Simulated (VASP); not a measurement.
Fe, 1 atom in the cell. The structure is tetragonal, space group I4/mmm (No. 139). The conventional cell has a = 2.762 Å, b = 2.762 Å, c = 2.976 Å, α = 90.00°, β = 90.00°, γ = 90.00°. Fe (site symmetry 4/mmm) has 12 Fe at 2.46 to 2.76 Å as nearest neighbours. This isn't the form of Fe at room conditions, which is bcc. The cell isn't the ideal one: volume 11.351 Å^3 an atom, c/a of the conventional cell 1.0776.

| Item | Value |
| --- | --- |
| Program | VASP 6.6.1 |
| Task | single point |
| Functional | PBE |
| Potentials or basis | VASP PAW PBE potentials, release 64 (Fe) |
| Cutoff | 520 eV |
| k mesh | 12 × 12 × 12 |
| Occupations | gaussian, width 0.15 eV |
| Spin | collinear spin, typed start |
| Starting moments | [2.44] μB |
| Dipole correction | no |
| Further INCAR settings | ALGO = Fast; EDIFF = 1e-06; NBANDS = 14 |

Potentials or basis: VASP PAW PBE potentials, release 64 (Fe).

Launch:

```sh
$ cat potpaw_PBE.64/Fe/POTCAR > POTCAR
$ mpirun -np 1 vasp_std > vasp.out
```

Hardware: 1 thread of AMD EPYC 9R45 (Zen 5), on a shared host.

Problem. How long does it take, and how much memory?

Solution. Run time: 29 s on 1 thread of AMD EPYC 9R45 (Zen 5), with other jobs on the host, peak memory 0.12 GiB. Counts: scf iterations 13, k points 163.
